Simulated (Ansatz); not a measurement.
input.yaml (Ansatz)

```yaml
crystal:
  lattice:
    - [0.0, 2.1379402163, 2.1379402163]
    - [2.1379402163, 0.0, 2.1379402163]
    - [2.1379402163, 2.1379402163, 0.0]
  atoms:
    - { symbol: Nb, position: [0.0, 0.0, 0.0], spin: 1.0 }
hamiltonian:
  xc: pbe
  pseudopotentials:
    kind: paw
    azcp:
      Nb: "pseudopotentials/Nb.paw.azcp"
basis:
  ecutwfc: 420
  fft_grid_basis: typed
kpoints:
  mp_grid: { grid: [21, 21, 21], shift: [0, 0, 0] }
magnetization:
  spin_polarized: true
scf:
  occupations: { method: fermi_dirac, width: 0.05 }
output:
  stress: true
```

and its output:

```
Engine: ansatz 0.2.0, aarch64-unknown-linux-gnu
Pseudopotentials: kind: paw
Pseudopotential: Nb, paw, valence charge 13, recommended cutoff 420 eV (normal) 
Functional definition: PBE
  parameter kappa = 0.804
  parameter beta = 0.06672455060314922
  exchange = pbe_x(kappa = kappa, mu = beta*pi^2/3)
  correlation = pbe_c(beta = beta)
Crystal: 1 atoms, lattice volume = 19.544 Å³
Basis set: ecut = 420 eV, 387 PW (Γ)
Bands: 11, of which v1, the nominal top of the filled ones, is band 7 counted from 1 (6 counted from 0)
Symmetry: 48 space group operations
Space group: Fm-3m (ITA 225), of the structure as read, at distance tolerance 2.7e-5 Å
Magnetic group: BNS 225.116 (UNI 1618), of the structure as read, at distance tolerance 2.7e-5 Å
k-points: 286 of 9261
Non-local potential: Nb, projectors of the file, l = 0: 3, l = 1: 2, l = 2: 2, l = 3: 1
PAW form: soft (Blöchl's): semilocal exchange-correlation on the pseudo side does not see the compensation charge
PAW one-centre angular grid: Nb, 590 points (default); XC on 64 Gauss nodes
Initial density: superposition of atomic densities (chi_scale 0.1, normalization cell)
Starting moments: Σ|m| = 1 μB on 1 of 1 site
Initial wavefunctions: pseudopotential atomic-orbital guess
Functional: x = pbe(κ = 0.804, μ = 0.2195149727645171), c = pbe(β = 0.06672455060314922)
SCF iter   1: F=—  HF=-4552.315546 eV  |F-HF|=—  |Δ(HF+E_count)|=         —  Δρ=5.61e-2 (↑5.61e-2 ↓2.82e-2)  dr2=1.28e0  dr2_m=1.04e-1  M=0.303 μB ∫|m|=0.303 μB  β_m=0.30  ethr=3.10e-3  ⟨swp⟩=5.1  Hψ=35911  notcnv=0
Mixer restart at iter 1: flushing history
SCF iter   2: F=—  HF=-4552.149912 eV  |F-HF|=—  |Δ(HF+E_count)|=   1.66e-1  Δρ=4.25e-2 (↑4.25e-2 ↓2.26e-2)  dr2=7.33e-1  dr2_m=6.02e-2  M=0.247 μB ∫|m|=0.247 μB  β_m=0.65  ethr=3.10e-3  ⟨swp⟩=2.0  Hψ=13079  notcnv=0  defer=23
SCF iter   3: F=—  HF=-4551.943537 eV  |F-HF|=—  |Δ(HF+E_count)|=   2.06e-1  Δρ=3.14e-3 (↑2.95e-3 ↓3.14e-3)  dr2=2.02e-3  dr2_m=5.81e-4  M=0.051 μB ∫|m|=0.051 μB  β_m=0.77  ethr=3.10e-3  ⟨swp⟩=2.2  Hψ=11943  notcnv=0  defer=40
SCF iter   4: F=—  HF=-4551.949748 eV  |F-HF|=—  |Δ(HF+E_count)|=   6.21e-3  Δρ=9.60e-4 (↑8.82e-4 ↓9.60e-4)  dr2=2.01e-5  dr2_m=1.41e-4  M=0.023 μB ∫|m|=0.023 μB  β_m=0.88  ethr=1.55e-5  ⟨swp⟩=2.3  Hψ=12161  notcnv=0  defer=40
SCF iter   5: F=—  HF=-4551.950262 eV  |F-HF|=—  |Δ(HF+E_count)|=   5.14e-4  Δρ=3.76e-4 (↑3.72e-4 ↓3.76e-4)  dr2=1.21e-6  dr2_m=2.47e-5  M=0.009 μB ∫|m|=0.009 μB  β_m=0.94  ethr=1.55e-7  ⟨swp⟩=2.1  Hψ=9790  notcnv=0  defer=40
SCF iter   6: F=—  HF=-4551.950303 eV  |F-HF|=—  |Δ(HF+E_count)|=   4.09e-5  Δρ=6.37e-5 (↑6.37e-5 ↓4.37e-5)  dr2=2.01e-6  dr2_m=1.45e-7  M=0.001 μB ∫|m|=0.001 μB  β_m=0.92  ethr=9.30e-9  ⟨swp⟩=2.3  Hψ=10292  notcnv=0  defer=40
SCF iter   7: F=—  HF=-4551.950304 eV  |F-HF|=—  |Δ(HF+E_count)|=   5.97e-7  Δρ=5.12e-6 (↑4.73e-6 ↓5.12e-6)  dr2=7.17e-10  dr2_m=4.10e-9  M=0.000 μB ∫|m|=0.000 μB  β_m=0.95  ethr=9.30e-9  ⟨swp⟩=2.1  Hψ=9586  notcnv=0  defer=40
SCF iter   8: F=—  HF=-4551.950304 eV  |F-HF|=—  |Δ(HF+E_count)|=   1.29e-8  Δρ=7.89e-7 (↑7.89e-7 ↓6.93e-7)  dr2=2.50e-10  dr2_m=5.25e-11  M=0.000 μB ∫|m|=0.000 μB  β_m=0.98  ethr=5.52e-12  ⟨swp⟩=2.2  Hψ=10410  notcnv=0  defer=40
SCF iter   9: F=-4551.950304 eV  HF=-4551.950304 eV  |F-HF|=2.73e-12  |Δ(HF+E_count)|=  4.80e-10  Δρ=9.67e-8 (↑9.67e-8 ↓8.93e-8)  dr2=5.86e-12  dr2_m=4.61e-13  M=-0.000 μB ∫|m|=0.000 μB  ethr=1.92e-12  ⟨swp⟩=1.0  Hψ=17912  notcnv=0
SCF 1 converged in 9 iterations: F = -4551.950304 eV  dr2 = 5.86e-12
WARN: the starting moments were not kept: the SCF closed with an absolute magnetisation of 9.1e-7 μB, where they sum to 1 μB in size (1 site). That is at most 0.1 of that sum. Measured as dr2_m measures the in/out step, that magnetisation stands 1.2e-13 eV from none, at or under the dr2_threshold of 1.0e-7 eV: it is no larger than a step whose dr2_m would equal this threshold. The system may hold no moment; this SCF shows only that its start led to no more than that. To try another start: raise the starting moments (crystal.atoms[].spin, magnetization.per_species, magnetization.initial_magnetization, or on a non-collinear deck that types none of these the spinor_matrix: blocks that start its atoms; where the total moment is fixed, keep their sum and leave initial_magnetization as it is; typed ones take the place of any that the run laid by itself, positive ones on a crystal's lanthanoids without a Hubbard term where scf.initial_density.shell_occupations: [] is typed) or, if the notice of its spin-set hold's release reads "site moments contracting" or "site moments show no strong build", lengthen the hold (scf.mixing.spin_hold: { on: { confirm: 4 } }; for m-r²SCAN on two components see the key's manual first). Each may lead to a state that holds a moment. A second SCF, from the converged charge density, with the starting moments and any scf.initial_density.shell_occupations laid on it anew, would have followed, and was not run: the deck does not ask for one (magnetization.retry_lost_moments is false, the default). To let it run, set magnetization.retry_lost_moments: true and run the deck again, where that key's refused combinations let it; where memory then withholds it, that run's warning says so.
SCF converged after 9 iterations
Magnetization: -0.0000 μB (6.5000 up, 6.5000 down)
Absolute magnetization: 0.0000 μB (∫|ρ↑−ρ↓|, with the PAW one-centre terms)
Spin contamination: 0.0000 ħ² per cell (⟨S²⟩ above its minimum at these occupations)
Per-site moments (μB) at R_I (Å): [(-5.346145726533987e-7, 1.2471954203916604)]
Free energy (F): -4551.950304 eV
Harris-Foulkes:  -4551.950304 eV  (|F-HF|=2.73e-12)
Internal energy: -4551.937655 eV  (E = F + TS)
E sigma→0 (E₀):  -4551.943979 eV
Entropy (-TS):   -0.012649 eV (-12.649 meV/atom)
Fermi energy:    16.496391 eV
--- Per-component energies (eV) ---
  E_band       = -88.874809
  E_kinetic    = 392.369820
  E_local      = -740.764301  (includes V_loc(G=0)·N_el)
  E_nonlocal   = 119.398319
  E_hartree    = 229.614253
  E_xc         = -174.704169
  E_vxc        = -211.804666  (∫ρ·V_xc dr)
  E_paw        = -3073.155881  (= ΣΔE_a)
  E_vpaw       = -107.302423  (= ΣTr[D̂ρ^β])
  E_aug_tail   = 0.000006  (compensation charges beyond the density's cutoff)
  E_ewald      = -1304.695702
  E_smearing   = -0.012649  (= −TS)
  E_closure    = 0.000000  (closes the sum)
  Σ components = -4551.950304   (vs F -4551.950304, Δ=0.00e0)
--- Stress (GPa, compression-positive) ---
       -6.159136       0.000000       0.000000
        0.000000      -6.159136       0.000000
        0.000000       0.000000      -6.159136
  P = ⅓ Tr σ = -6.1591 GPa (-61.591 kbar)
```
